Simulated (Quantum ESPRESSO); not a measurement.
Runs of Quantum ESPRESSO 7.5 on BN. Symmetry: P6_3/mmc, No. 194, hexagonal system. Conventional cell: a = 2.498 Å, b = 2.498 Å, c = 6.636 Å, α = 90.00°, β = 90.00°, γ = 120.00°. N (site symmetry -6m2) is surrounded by 3 B at 1.44 Å. Around B (site symmetry -6m2) lie 3 N at 1.44 Å. 

| task | level | potentials or basis | cell | form of the LDA correlation | most ionic steps | forc conv thr | etot conv thr | ion dynamics | gap on the mesh (eV) | pressure (GPa) |
| --- | --- | --- | --- | --- | --- | --- | --- | --- | --- | --- |
| band structure | LDA | PseudoDojo 0.4.1 SR LDA standard | as given | PW92 | - | - | - | - | 4.13 | -2.9 |
| band structure | PBEsol | PseudoDojo 0.4.1 SR PBEsol standard | as given | - | - | - | - | - | 4.21 | 2.5 |
| band structure | PBE | PseudoDojo 0.4.1 SR PBE standard | as given | - | - | - | - | - | (b) | (a) |
| relaxation of cell and atoms | PBE+D3(BJ) | PseudoDojo 0.4.1 SR PBE standard | relaxed to 0.3 kbar | - | 40 | 0.0004 Ry/bohr | 1e-05 Ry | bfgs | 4.31 | 0.0 |
| relaxation of cell and atoms | LDA | PseudoDojo 0.4.1 SR LDA standard | relaxed to 0.3 kbar | PW92 | 40 | 0.0004 Ry/bohr | 1e-05 Ry | bfgs | 4.09 | 0.0 |

Alike in all rows: no spin polarisation; k mesh 12 × 12 × 4; cutoff (eV) 1143; smearing fermi-dirac 0.05 eV.

Problem. Fill in the values left out.

Solution. (a) 4.7; (b) 4.32.

Caveats: this functional lacks dispersion, which binds the layers, so the pressure and a relaxed spacing across them are unreliable (some runs).

A k mesh can miss the band edges.
